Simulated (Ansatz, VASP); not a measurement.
## Two plane-wave programs on Pt

```xyz
1
Lattice="0.0000 1.9851 1.9851 1.9851 0.0000 1.9851 1.9851 1.9851 0.0000" Properties=species:S:1:pos:R:3 pbc="T T T"
Pt    0.0000    0.0000    0.0000
```

Alike in both runs: functional PBE; k mesh 18 × 18 × 18; occupations gaussian, width 0.1 eV; no spin polarisation.

Ansatz relaxed the structure, and its values are those at the end. VASP's run is a single point on that final structure, the one shown.

|  | VASP | Ansatz |
| --- | --- | --- |
| version | VASP 6.6.1 | Ansatz 0.2.0 |
| potentials or method | VASP PAW PBE potentials, release 64 (Pt) | scalar-relativistic, plane waves, PAW |
| plane-wave cutoff (eV) | 520 | 420 |
| valence electrons in the cell | 10 | 18 |

```csv
,VASP,Ansatz,Ansatz less VASP
gap on the k mesh at the Fermi level (eV),none,none,-
pressure (GPa),-0.5,0.0,+0.48
```

A gap of «none» marks a metal or a gap that the smearing closes. The two sets of potentials don't hold the same shells in valence.

Spin-orbit coupling is left out, which matters for the levels of Pt.
